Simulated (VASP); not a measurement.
# Au (Im-3m) in VASP: further runs, part 6 of 7

VASP 6.6.1. The steps go on from the part before.

## Step 88: Equation of state, PBE, 17.66 Å³/atom

The input, INCAR:

```
ADDGRID = F
ALGO = Normal
EDIFF = 1E-6
ENCUT = 460
GGA = PE
ISIF = 2
ISMEAR = 1
LASPH = T
LCHARG = F
LREAL = F
LWAVE = F
NELM = 100
PREC = Accurate
SIGMA = 0.15
```

The input, KPOINTS:

```
k-points
0
Gamma
  10 10 10
```

The input, POSCAR:

```
Au
1.0
   -1.6405277645      1.6405277645      1.6405277645
    1.6405277645     -1.6405277645      1.6405277645
    1.6405277645      1.6405277645     -1.6405277645
Au
1
Direct
    0.0000000000      0.0000000000      0.0000000000
```

Launch:

```console
cat potpaw_PBE.64/Au/POTCAR > POTCAR
mpirun -np 1 vasp_std > vasp.out
```

Run time: 4.6 s. Hardware: 1 thread of Intel Xeon 6975P-C (Granite Rapids), shared host; peak memory 0.12 GiB.

The run converged, but some of its settings lie outside the range that counts as converged, so its numbers aren't taken as properties of the crystal.

Results:

```
Free energy            : -3.1802 eV
Pressure               : 2.4 GPa
Band gap on the k mesh : none (metal or under the smearing width)
```

## Step 89: Equation of state, PBE, 18.75 Å³/atom

INCAR is that of step 88.

KPOINTS is that of step 88.

The input, POSCAR:

```
Au
1.0
   -1.6736786712      1.6736786712      1.6736786712
    1.6736786712     -1.6736786712      1.6736786712
    1.6736786712      1.6736786712     -1.6736786712
Au
1
Direct
    0.0000000000      0.0000000000      0.0000000000
```

Launch:

```console
cat potpaw_PBE.64/Au/POTCAR > POTCAR
mpirun -np 1 vasp_std > vasp.out
```

It took 4.9 s on 1 thread of Intel Xeon 6975P-C (Granite Rapids), shared host; peak memory 0.11 GiB.

These settings aren't checked as converged: the numbers below hold their error.

Results:

| Item | Value |
| --- | --- |
| Free energy | -3.1693 eV |
| Pressure | -5.1 GPa |
| Band gap on the k mesh | none (metal or under the smearing width) |

## Step 90: Equation of state, PBE, 17.66 Å³/atom

Changes to INCAR since step 89:

```diff
@@ -13,2 +13,2 @@
 PREC = Accurate
-SIGMA = 0.15
+SIGMA = 0.4
```

KPOINTS is that of step 89.

The input, POSCAR:

```
Au
1.0
   -1.6405277645      1.6405277645      1.6405277645
    1.6405277645     -1.6405277645      1.6405277645
    1.6405277645      1.6405277645     -1.6405277645
Au
1
Direct
    0.0000000000      0.0000000000      0.0000000000
```

Potentials or basis: VASP PAW PBE potentials, release 64 (Au).

Launch:

```console
cat potpaw_PBE.64/Au/POTCAR > POTCAR
mpirun -np 1 vasp_std > vasp.out
```

It took 4.5 s on 1 thread of Intel Xeon 6975P-C (Granite Rapids), shared host; peak memory 0.12 GiB.

These settings aren't checked as converged: the numbers below hold their error.

Results:

| Item | Value |
| --- | --- |
| Free energy | -3.1840 eV |
| Pressure | 2.7 GPa |
| Band gap on the k mesh | none (metal or under the smearing width) |

## Step 91: Equation of state, PBE, 18.75 Å³/atom

INCAR is that of step 90.

KPOINTS is that of step 90.

The input, POSCAR:

```
Au
1.0
   -1.6736786712      1.6736786712      1.6736786712
    1.6736786712     -1.6736786712      1.6736786712
    1.6736786712      1.6736786712     -1.6736786712
Au
1
Direct
    0.0000000000      0.0000000000      0.0000000000
```

Launch:

```console
cat potpaw_PBE.64/Au/POTCAR > POTCAR
mpirun -np 1 vasp_std > vasp.out
```

It took 4.3 s on 1 thread of Intel Xeon 6975P-C (Granite Rapids), shared host; peak memory 0.12 GiB.

These settings aren't checked as converged: the numbers below hold their error.

What came out:

| Quantity | Value |
| --- | --- |
| Free energy | -3.1745 eV |
| Pressure | -5.0 GPa |
| Band gap on the k mesh | none (metal or under the smearing width) |

## Step 92: Equation of state, PBE, 17.66 Å³/atom

Changes to INCAR since step 91:

```diff
@@ -13,2 +13,2 @@
 PREC = Accurate
-SIGMA = 0.4
+SIGMA = 0.2
```

KPOINTS is that of step 91.

The input, POSCAR:

```
Au
1.0
   -1.6405277645      1.6405277645      1.6405277645
    1.6405277645     -1.6405277645      1.6405277645
    1.6405277645      1.6405277645     -1.6405277645
Au
1
Direct
    0.0000000000      0.0000000000      0.0000000000
```

Launch:

```console
cat potpaw_PBE.64/Au/POTCAR > POTCAR
mpirun -np 1 vasp_std > vasp.out
```

Wall time 4.5 s (1 thread of Intel Xeon 6975P-C (Granite Rapids), shared host); peak memory 0.12 GiB.

These settings aren't checked as converged: the numbers below hold their error.

Results:

- Free energy: -3.1808 eV
- Pressure: 2.5 GPa
- Band gap on the k mesh: none (metal or under the smearing width)

## Step 93: Equation of state, PBE, 18.75 Å³/atom

INCAR is that of step 92.

KPOINTS is that of step 92.

The input, POSCAR:

```
Au
1.0
   -1.6736786712      1.6736786712      1.6736786712
    1.6736786712     -1.6736786712      1.6736786712
    1.6736786712      1.6736786712     -1.6736786712
Au
1
Direct
    0.0000000000      0.0000000000      0.0000000000
```

Potentials or basis: VASP PAW PBE potentials, release 64 (Au).

Launch:

```console
cat potpaw_PBE.64/Au/POTCAR > POTCAR
mpirun -np 1 vasp_std > vasp.out
```

Wall time 5.7 s (1 thread of Intel Xeon 6975P-C (Granite Rapids), shared host); peak memory 0.11 GiB.

These settings aren't checked as converged: the numbers below hold their error.

What came out:

* Free energy: -3.1702 eV
* Pressure: -5.1 GPa
* Band gap on the k mesh: none (metal or under the smearing width)

## Step 94: Equation of state, PBE, 17.66 Å³/atom

Changes to INCAR since step 93:

```diff
@@ -13,2 +13,2 @@
 PREC = Accurate
-SIGMA = 0.2
+SIGMA = 0.1
```

KPOINTS is that of step 93.

The input, POSCAR:

```
Au
1.0
   -1.6405277645      1.6405277645      1.6405277645
    1.6405277645     -1.6405277645      1.6405277645
    1.6405277645      1.6405277645     -1.6405277645
Au
1
Direct
    0.0000000000      0.0000000000      0.0000000000
```

Launch:

```console
cat potpaw_PBE.64/Au/POTCAR > POTCAR
mpirun -np 1 vasp_std > vasp.out
```

Wall time 4.5 s (1 thread of Intel Xeon 6975P-C (Granite Rapids), shared host); peak memory 0.11 GiB.

These settings aren't checked as converged: the numbers below hold their error.

What came out:

```yaml
Free_energy: -3.1796 eV
Pressure: 2.3 GPa
Band_gap_on_the_k_mesh: none (metal or under the smearing width)
```

## Step 95: Equation of state, PBE, 18.75 Å³/atom

INCAR is that of step 94.

KPOINTS is that of step 94.

The input, POSCAR:

```
Au
1.0
   -1.6736786712      1.6736786712      1.6736786712
    1.6736786712     -1.6736786712      1.6736786712
    1.6736786712      1.6736786712     -1.6736786712
Au
1
Direct
    0.0000000000      0.0000000000      0.0000000000
```

Launch:

```console
cat potpaw_PBE.64/Au/POTCAR > POTCAR
mpirun -np 1 vasp_std > vasp.out
```

Wall time 4.6 s (1 thread of Intel Xeon 6975P-C (Granite Rapids), shared host); peak memory 0.12 GiB.

These settings aren't checked as converged: the numbers below hold their error.

What came out:

- Free energy: -3.1684 eV
- Pressure: -5.1 GPa
- Band gap on the k mesh: none (metal or under the smearing width)

## Step 96: Equation of state, PBE, 17.66 Å³/atom

Changes to INCAR since step 95:

```diff
@@ -13,2 +13,2 @@
 PREC = Accurate
-SIGMA = 0.1
+SIGMA = 0.05
```

KPOINTS is that of step 95.

The input, POSCAR:

```
Au
1.0
   -1.6405277645      1.6405277645      1.6405277645
    1.6405277645     -1.6405277645      1.6405277645
    1.6405277645      1.6405277645     -1.6405277645
Au
1
Direct
    0.0000000000      0.0000000000      0.0000000000
```

Potentials or basis: VASP PAW PBE potentials, release 64 (Au).

Launch:

```console
cat potpaw_PBE.64/Au/POTCAR > POTCAR
mpirun -np 1 vasp_std > vasp.out
```

Wall time 4.4 s (1 thread of Intel Xeon 6975P-C (Granite Rapids), shared host); peak memory 0.11 GiB.

The run converged, but some of its settings lie outside the range that counts as converged, so its numbers aren't taken as properties of the crystal.

What came out:

| Item | Value |
| --- | --- |
| Free energy | -3.1792 eV |
| Pressure | 2.2 GPa |
| Band gap on the k mesh | none (metal or under the smearing width) |

## Step 97: Equation of state, PBE, 18.75 Å³/atom

INCAR is that of step 96.

KPOINTS is that of step 96.

The input, POSCAR:

```
Au
1.0
   -1.6736786712      1.6736786712      1.6736786712
    1.6736786712     -1.6736786712      1.6736786712
    1.6736786712      1.6736786712     -1.6736786712
Au
1
Direct
    0.0000000000      0.0000000000      0.0000000000
```

Launch:

```console
cat potpaw_PBE.64/Au/POTCAR > POTCAR
mpirun -np 1 vasp_std > vasp.out
```

It took 4.9 s on 1 thread of Intel Xeon 6975P-C (Granite Rapids), shared host; peak memory 0.11 GiB.

The run converged, but some of its settings lie outside the range that counts as converged, so its numbers aren't taken as properties of the crystal.

What came out:

```
Free energy            : -3.1673 eV
Pressure               : -5.1 GPa
Band gap on the k mesh : none (metal or under the smearing width)
```

## Step 98: Equation of state, PBE, 17.66 Å³/atom

Changes to INCAR since step 97:

```diff
@@ -13,2 +13,2 @@
 PREC = Accurate
-SIGMA = 0.05
+SIGMA = 0.02
```

KPOINTS is that of step 97.

The input, POSCAR:

```
Au
1.0
   -1.6405277645      1.6405277645      1.6405277645
    1.6405277645     -1.6405277645      1.6405277645
    1.6405277645      1.6405277645     -1.6405277645
Au
1
Direct
    0.0000000000      0.0000000000      0.0000000000
```

Launch:

```console
cat potpaw_PBE.64/Au/POTCAR > POTCAR
mpirun -np 1 vasp_std > vasp.out
```

Wall time 4.4 s (1 thread of Intel Xeon 6975P-C (Granite Rapids), shared host); peak memory 0.11 GiB.

The run converged, but some of its settings lie outside the range that counts as converged, so its numbers aren't taken as properties of the crystal.

What came out:

```
Free energy            : -3.1790 eV
Pressure               : 2.2 GPa
Band gap on the k mesh : none (metal or under the smearing width)
```

## Step 99: Equation of state, PBE, 18.75 Å³/atom

INCAR is that of step 98.

KPOINTS is that of step 98.

The input, POSCAR:

```
Au
1.0
   -1.6736786712      1.6736786712      1.6736786712
    1.6736786712     -1.6736786712      1.6736786712
    1.6736786712      1.6736786712     -1.6736786712
Au
1
Direct
    0.0000000000      0.0000000000      0.0000000000
```

Potentials or basis: VASP PAW PBE potentials, release 64 (Au).

Launch:

```console
cat potpaw_PBE.64/Au/POTCAR > POTCAR
mpirun -np 1 vasp_std > vasp.out
```

Wall time 4.7 s (1 thread of Intel Xeon 6975P-C (Granite Rapids), shared host); peak memory 0.11 GiB.

These settings aren't checked as converged: the numbers below hold their error.

Results:

- Free energy: -3.1668 eV
- Pressure: -5.0 GPa
- Band gap on the k mesh: none (metal or under the smearing width)

## Step 100: Equation of state, PBE, 17.66 Å³/atom

Changes to INCAR since step 99:

```diff
@@ -6,3 +6,3 @@
 ISIF = 2
-ISMEAR = 1
+ISMEAR = -5
 LASPH = T
@@ -13,2 +13,2 @@
 PREC = Accurate
-SIGMA = 0.02
+SIGMA = 0.15
```

KPOINTS is that of step 99.

The input, POSCAR:

```
Au
1.0
   -1.6405277645      1.6405277645      1.6405277645
    1.6405277645     -1.6405277645      1.6405277645
    1.6405277645      1.6405277645     -1.6405277645
Au
1
Direct
    0.0000000000      0.0000000000      0.0000000000
```

Launch:

```console
cat potpaw_PBE.64/Au/POTCAR > POTCAR
mpirun -np 1 vasp_std > vasp.out
```

Wall time 4.8 s (1 thread of Intel Xeon 6975P-C (Granite Rapids), shared host); peak memory 0.11 GiB.

The run converged, but some of its settings lie outside the range that counts as converged, so its numbers aren't taken as properties of the crystal.

What came out:

```yaml
Free_energy: -3.1973 eV
Pressure: 2.8 GPa
Band_gap_on_the_k_mesh: none (metal or under the smearing width)
```

Caveat: tetrahedron occupations give inexact forces and stress in metals.

## Step 101: Equation of state, PBE, 18.75 Å³/atom

INCAR is that of step 100.

KPOINTS is that of step 100.

The input, POSCAR:

```
Au
1.0
   -1.6736786712      1.6736786712      1.6736786712
    1.6736786712     -1.6736786712      1.6736786712
    1.6736786712      1.6736786712     -1.6736786712
Au
1
Direct
    0.0000000000      0.0000000000      0.0000000000
```

Launch:

```console
cat potpaw_PBE.64/Au/POTCAR > POTCAR
mpirun -np 1 vasp_std > vasp.out
```

It took 4.9 s on 1 thread of Intel Xeon 6975P-C (Granite Rapids), shared host; peak memory 0.12 GiB.

These settings aren't checked as converged: the numbers below hold their error.

What came out:

* Free energy: -3.1890 eV
* Pressure: -4.9 GPa
* Band gap on the k mesh: none (metal or under the smearing width)

Caveat: tetrahedron occupations give inexact forces and stress in metals.

## Step 102: Equation of state, PBE, 17.66 Å³/atom

Changes to INCAR since step 101:

```diff
@@ -6,3 +6,3 @@
 ISIF = 2
-ISMEAR = -5
+ISMEAR = 0
 LASPH = T
```

KPOINTS is that of step 101.

The input, POSCAR:

```
Au
1.0
   -1.6405277645      1.6405277645      1.6405277645
    1.6405277645     -1.6405277645      1.6405277645
    1.6405277645      1.6405277645     -1.6405277645
Au
1
Direct
    0.0000000000      0.0000000000      0.0000000000
```

Potentials or basis: VASP PAW PBE potentials, release 64 (Au).

Launch:

```console
cat potpaw_PBE.64/Au/POTCAR > POTCAR
mpirun -np 1 vasp_std > vasp.out
```

It took 4.2 s on 1 thread of Intel Xeon 6975P-C (Granite Rapids), shared host; peak memory 0.12 GiB.

These settings aren't checked as converged: the numbers below hold their error.

Results:

```yaml
Free_energy: -3.1839 eV
Pressure: 2.5 GPa
Band_gap_on_the_k_mesh: none (metal or under the smearing width)
```

## Step 103: Equation of state, PBE, 18.75 Å³/atom

INCAR is that of step 102.

KPOINTS is that of step 102.

The input, POSCAR:

```
Au
1.0
   -1.6736786712      1.6736786712      1.6736786712
    1.6736786712     -1.6736786712      1.6736786712
    1.6736786712      1.6736786712     -1.6736786712
Au
1
Direct
    0.0000000000      0.0000000000      0.0000000000
```

Launch:

```console
cat potpaw_PBE.64/Au/POTCAR > POTCAR
mpirun -np 1 vasp_std > vasp.out
```

It took 4.4 s on 1 thread of Intel Xeon 6975P-C (Granite Rapids), shared host; peak memory 0.12 GiB.

These settings aren't checked as converged: the numbers below hold their error.

Results:

```
Free energy            : -3.1737 eV
Pressure               : -5.1 GPa
Band gap on the k mesh : none (metal or under the smearing width)
```

## Step 104: Equation of state, PBE, 17.66 Å³/atom

Changes to INCAR since step 103:

```diff
@@ -6,3 +6,3 @@
 ISIF = 2
-ISMEAR = 0
+ISMEAR = -1
 LASPH = T
```

KPOINTS is that of step 103.

The input, POSCAR:

```
Au
1.0
   -1.6405277645      1.6405277645      1.6405277645
    1.6405277645     -1.6405277645      1.6405277645
    1.6405277645      1.6405277645     -1.6405277645
Au
1
Direct
    0.0000000000      0.0000000000      0.0000000000
```

Launch:

```console
cat potpaw_PBE.64/Au/POTCAR > POTCAR
mpirun -np 1 vasp_std > vasp.out
```

Wall time 4.5 s (1 thread of Intel Xeon 6975P-C (Granite Rapids), shared host); peak memory 0.11 GiB.

These settings aren't checked as converged: the numbers below hold their error.

Results:

| Item | Value |
| --- | --- |
| Free energy | -3.1987 eV |
| Pressure | 2.8 GPa |
| Band gap on the k mesh | none (metal or under the smearing width) |

## Step 105: Equation of state, PBE, 18.75 Å³/atom

INCAR is that of step 104.

KPOINTS is that of step 104.

The input, POSCAR:

```
Au
1.0
   -1.6736786712      1.6736786712      1.6736786712
    1.6736786712     -1.6736786712      1.6736786712
    1.6736786712      1.6736786712     -1.6736786712
Au
1
Direct
    0.0000000000      0.0000000000      0.0000000000
```

Potentials or basis: VASP PAW PBE potentials, release 64 (Au).

Launch:

```console
cat potpaw_PBE.64/Au/POTCAR > POTCAR
mpirun -np 1 vasp_std > vasp.out
```

Wall time 4.6 s (1 thread of Intel Xeon 6975P-C (Granite Rapids), shared host); peak memory 0.11 GiB.

These settings aren't checked as converged: the numbers below hold their error.

Results:

| Property | Result |
| --- | --- |
| Free energy | -3.1900 eV |
| Pressure | -4.9 GPa |
| Band gap on the k mesh | none (metal or under the smearing width) |

## Step 106: Equation of state, PBE, 17.66 Å³/atom

Changes to INCAR since step 105:

```diff
@@ -3,6 +3,6 @@
 EDIFF = 1E-6
-ENCUT = 460
+ENCUT = 520
 GGA = PE
 ISIF = 2
-ISMEAR = -1
+ISMEAR = 1
 LASPH = T
```

KPOINTS is that of step 105.

The input, POSCAR:

```
Au
1.0
   -1.6405277645      1.6405277645      1.6405277645
    1.6405277645     -1.6405277645      1.6405277645
    1.6405277645      1.6405277645     -1.6405277645
Au
1
Direct
    0.0000000000      0.0000000000      0.0000000000
```

Launch:

```console
cat potpaw_PBE.64/Au/POTCAR > POTCAR
mpirun -np 1 vasp_std > vasp.out
```

Wall time 4.6 s (1 thread of Intel Xeon 6975P-C (Granite Rapids), shared host); peak memory 0.13 GiB.

These settings aren't checked as converged: the numbers below hold their error.

What came out:

| Property | Result |
| --- | --- |
| Free energy | -3.1801 eV |
| Pressure | 2.3 GPa |
| Band gap on the k mesh | none (metal or under the smearing width) |

## Step 107: Equation of state, PBE, 18.75 Å³/atom

INCAR is that of step 106.

KPOINTS is that of step 106.

The input, POSCAR:

```
Au
1.0
   -1.6736786712      1.6736786712      1.6736786712
    1.6736786712     -1.6736786712      1.6736786712
    1.6736786712      1.6736786712     -1.6736786712
Au
1
Direct
    0.0000000000      0.0000000000      0.0000000000
```

Launch:

```console
cat potpaw_PBE.64/Au/POTCAR > POTCAR
mpirun -np 1 vasp_std > vasp.out
```

Run time: 4.5 s. Hardware: 1 thread of Intel Xeon 6975P-C (Granite Rapids), shared host; peak memory 0.13 GiB.

These settings aren't checked as converged: the numbers below hold their error.

What came out:

```
Free energy            : -3.1691 eV
Pressure               : -5.2 GPa
Band gap on the k mesh : none (metal or under the smearing width)
```

## Step 108: Equation of state, PBE, 17.66 Å³/atom

Changes to INCAR since step 107:

```diff
@@ -12,3 +12,3 @@
 NELM = 100
-PREC = Accurate
+PREC = Low
 SIGMA = 0.15
```

KPOINTS is that of step 107.

The input, POSCAR:

```
Au
1.0
   -1.6405277645      1.6405277645      1.6405277645
    1.6405277645     -1.6405277645      1.6405277645
    1.6405277645      1.6405277645     -1.6405277645
Au
1
Direct
    0.0000000000      0.0000000000      0.0000000000
```

Potentials or basis: VASP PAW PBE potentials, release 64 (Au).

Launch:

```console
cat potpaw_PBE.64/Au/POTCAR > POTCAR
mpirun -np 1 vasp_std > vasp.out
```

Wall time 3.3 s (1 thread of Intel Xeon 6975P-C (Granite Rapids), shared host); peak memory 0.1 GiB.

The run converged, but some of its settings lie outside the range that counts as converged, so its numbers aren't taken as properties of the crystal.

What came out:

```yaml
Free_energy: -3.1806 eV
Pressure: 2.3 GPa
Band_gap_on_the_k_mesh: none (metal or under the smearing width)
```

## Step 109: Equation of state, PBE, 18.75 Å³/atom

INCAR is that of step 108.

KPOINTS is that of step 108.

The input, POSCAR:

```
Au
1.0
   -1.6736786712      1.6736786712      1.6736786712
    1.6736786712     -1.6736786712      1.6736786712
    1.6736786712      1.6736786712     -1.6736786712
Au
1
Direct
    0.0000000000      0.0000000000      0.0000000000
```

Launch:

```console
cat potpaw_PBE.64/Au/POTCAR > POTCAR
mpirun -np 1 vasp_std > vasp.out
```

It took 3.2 s on 1 thread of Intel Xeon 6975P-C (Granite Rapids), shared host; peak memory 0.11 GiB.

The run converged, but some of its settings lie outside the range that counts as converged, so its numbers aren't taken as properties of the crystal.

Results:

```
Free energy            : -3.1697 eV
Pressure               : -5.2 GPa
Band gap on the k mesh : none (metal or under the smearing width)
```

(Continued in part 7 of 7.)
